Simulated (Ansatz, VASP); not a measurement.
One calculation of Si3N4, two programs

INCAR

```
PREC = Accurate ; ENCUT = 520
EDIFF = 1E-7 ; ISMEAR = 0
SIGMA = 0.1 ; LREAL = F
LASPH = T ; NELM = 60
ALGO = Normal ; ISIF = 2
LWAVE = F ; LCHARG = T
GGA = PE ; LELF = T
LVHAR = T ; NBANDS = 25
```

File KPOINTS:

```
Automatic mesh
0
Gamma
  4 4 4
```

File POSCAR:

```
Si3N4
1.0
    4.1414355800      0.0000000000      0.0000000000
    0.0000000000      4.1414355800      0.0000000000
    0.0000000000      0.0000000000      4.1414355800
Si N
3 4
Direct
    0.0000000000      0.0000000000      0.5000000000
    0.0000000000      0.5000000000      0.0000000000
    0.5000000000      0.0000000000      0.0000000000
    0.2500000000      0.2500000000      0.2500000000
    0.2500000000      0.7500000000      0.7500000000
    0.7500000000      0.2500000000      0.7500000000
    0.7500000000      0.7500000000      0.2500000000
```

Input for Ansatz:

```yaml
crystal:
  lattice:
    - [4.14143558, 0.0, 0.0]
    - [0.0, 4.14143558, 0.0]
    - [0.0, 0.0, 4.14143558]
  atoms:
    - { symbol: Si, position: [0.0, 0.0, 0.5] }
    - { symbol: Si, position: [0.0, 0.5, 0.0] }
    - { symbol: Si, position: [0.5, 0.0, 0.0] }
    - { symbol: "N", position: [0.25, 0.25, 0.25] }
    - { symbol: "N", position: [0.25, 0.75, 0.75] }
    - { symbol: "N", position: [0.75, 0.25, 0.75] }
    - { symbol: "N", position: [0.75, 0.75, 0.25] }
basis:
  ecutwfc: 420
kpoints:
  mp_grid: { grid: [4, 4, 4] }
hamiltonian:
  xc: pbe
scf:
  occupations: { method: gaussian, width: 0.1 }
  lower_state_search: "off"
output:
  forces: true
  stress: true
  eigenvalues: true
```

Change from the starting cell: ordered vacancies on the cation sites of zinc blende (P-43m, No. 215).

Alike in both runs: task single point; functional PBE; k mesh 4 × 4 × 4; occupations gaussian, width 0.1 eV; no spin polarisation.

```csv
,VASP,Ansatz
version,VASP 6.6.1,Ansatz 0.2.0
potentials or method,"VASP PAW PBE potentials, release 64 (Si, N)","scalar-relativistic, plane waves, PAW"
plane-wave cutoff (eV),520,420
valence electrons in the cell,32,32
```

|  | VASP | Ansatz | Ansatz less VASP |
| --- | --- | --- | --- |
| gap on the k mesh at the Fermi level (eV) | 2.44 | 2.45 | +0.011 |
| least direct gap on the mesh (eV) | 2.66 | 2.67 | +0.011 |
| pressure (GPa) | -7.2 | -7.0 | +0.20 |
| rms of the force components (eV/Å) | 0.660 | 0.653 | -0.0070 |

With one functional, cell and mesh, what is left measures potentials, basis and numerics.

A k mesh can miss the band edges.
